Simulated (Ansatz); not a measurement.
A first try at a search for the barrier of an atomic hop of Rh, space group Fm-3m, using Ansatz 0.2.0, Python API.

The cells in order, each with its output:

**Cell 1**
```python
import json

import ansatz as az
import numpy as np
```

**Cell 2**
```python
lattice = az.Lattice.of(
    (0.0, 1.89785, 1.89785),
    (1.89785, 0.0, 1.89785),
    (1.89785, 1.89785, 0.0),
)
sites = [
    ("Rh", (0.0, 0.0, 0.0)),
]
structure = az.Crystal(lattice=lattice)
for symbol, position in sites:
    structure = structure.atom(symbol, position)
start = structure.supercell(2).vacancy("Rh", at=(0.0, 0.0, 0.0)).resolved()
empty = np.array((0.0, 0.0, 0.0))
# the nearest atom of the same element hops into the empty site
cell = np.array(start.lattice.vectors)
apart = np.array([site.position for site in start.sites]) - empty
apart -= np.round(apart)
distance = [np.linalg.norm(d @ cell) if site.symbol == "Rh" else np.inf for d, site in zip(apart, start.sites)]
hopper = int(np.argmin(distance))
end = start.move(hopper, to=np.array(start.sites[hopper].position) - apart[hopper])
print(f"atom {hopper} (Rh) hops {distance[hopper]:.3f} A")

model = (
    start
    .functional(az.Functional.PBE)
    .basis(21 * az.Ha)
    .kpoints(mesh=(2, 2, 2))
    .occupations("fermi_dirac", width=0.1)
    .neb(to=end, images=3, force_tolerance=0.1, max_iterations=30, relax_end_points=True)
)
outcome = model.run(events_out="events.ndjson")
with open("events.ndjson") as stream:
    events = [json.loads(line) for line in stream]
steps = [e["data"] for e in events if e["event"] == "neb_iteration"]
data = outcome.report
```
Output:
```text
atom 0 (Rh) hops 2.684 A
Traceback (most recent call last):
  File "<cell 2>", line 25, in <module>
    .functional(az.Functional.PBE)
     ^^^^^^^^^^
AttributeError: 'Crystal' object has no attribute 'functional'
```

Find the fault and give the corrected session.

The fault: settings are called on the crystal, without .calculation(). The correction:

```diff
--- before
+++ after
@@
 model = (
-    start
+    start.calculation()
     .functional(az.Functional.PBE)
```

The cells in order, each with its output:

(earlier cells as before)

In [2]:
```python
lattice = az.Lattice.of(
    (0.0, 1.89785, 1.89785),
    (1.89785, 0.0, 1.89785),
    (1.89785, 1.89785, 0.0),
)
sites = [
    ("Rh", (0.0, 0.0, 0.0)),
]
structure = az.Crystal(lattice=lattice)
for symbol, position in sites:
    structure = structure.atom(symbol, position)
start = structure.supercell(2).vacancy("Rh", at=(0.0, 0.0, 0.0)).resolved()
empty = np.array((0.0, 0.0, 0.0))
# the nearest atom of the same element hops into the empty site
cell = np.array(start.lattice.vectors)
apart = np.array([site.position for site in start.sites]) - empty
apart -= np.round(apart)
distance = [np.linalg.norm(d @ cell) if site.symbol == "Rh" else np.inf for d, site in zip(apart, start.sites)]
hopper = int(np.argmin(distance))
end = start.move(hopper, to=np.array(start.sites[hopper].position) - apart[hopper])
print(f"atom {hopper} (Rh) hops {distance[hopper]:.3f} A")

model = (
    start.calculation()
    .functional(az.Functional.PBE)
    .basis(21 * az.Ha)
    .kpoints(mesh=(2, 2, 2))
    .occupations("fermi_dirac", width=0.1)
    .neb(to=end, images=3, force_tolerance=0.1, max_iterations=30, relax_end_points=True)
)
outcome = model.run(events_out="events.ndjson")
with open("events.ndjson") as stream:
    events = [json.loads(line) for line in stream]
steps = [e["data"] for e in events if e["event"] == "neb_iteration"]
data = outcome.report
```
```text
atom 0 (Rh) hops 2.684 A
DeckWarning: neb: disabling space-group detection — the band's intermediate images generally break the endpoint symmetry, so no spatial operation reduces the k-mesh or symmetrises the density, except [...]
```

In [3]:
```python
data["converged"], data["free_energy_ev"]
```
Out [3]:
```text
(True, -44819.2442525371)
```

In [4]:
```python
print(len(steps), "rounds; largest force on the band at the end", round(steps[-1]["band_force_max_ev_ang"], 4), "eV/A")
band = outcome.neb_path()
energy = np.array([image.lagrangian_ev for image in band.images])
```
```text
4 rounds; largest force on the band at the end 0.0361 eV/A
```

In [5]:
```python
print("image  path (A)  dE (eV)")
for number, image in enumerate(band.images):
    mark = "  <- climbing" if number == band.climbing_image else ""
    print(f"{number:4d} {image.path_coordinate_ang:9.3f} {image.lagrangian_ev - energy[0]:9.4f}{mark}")
print(f"barrier forwards {energy.max() - energy[0]:.3f} eV, backwards {energy.max() - energy[-1]:.3f} eV")
# a rate with a guessed attempt frequency of 10 THz
for kelvin in (300, 600, 900):
    print(f"{kelvin} K: {1e13 * np.exp(-(energy.max() - energy[0]) / (8.617333e-5 * kelvin)):.2e} hops a second")
```
```text
image  path (A)  dE (eV)
   0     0.000    0.0000
   1     0.642    1.0418
   2     1.285    1.5943  <- climbing
   3     1.928    1.0418
   4     2.570   -0.0000
barrier forwards 1.594 eV, backwards 1.594 eV
300 K: 1.65e-14 hops a second
600 K: 4.06e-01 hops a second
900 K: 1.18e+04 hops a second
```

What to keep in mind:
- Total energies depend on the potentials; only differences at equal settings carry meaning. A total without «per atom» is that of the cell as typed.
- No spin polarisation was allowed.
- For a metal this mesh is far too coarse, so the numbers only illustrate the procedure.
- Of the deposited cell: the entry's cell lengths or inner coordinates differ somewhat from later room-temperature determinations.
- Levels are Kohn-Sham eigenvalues on this mesh, without spin-orbit coupling.
- Warnings are shown shortened and without file and line.
- The cell is small and the mesh coarse, so the barrier is a rough value for a high concentration of the moving defect.
- Timing: 5 min on 1 thread of Arm Neoverse V1, on a shared host, peak memory 0.69 GiB.

(Lines on the test bed's own set-up are left out of the output.)
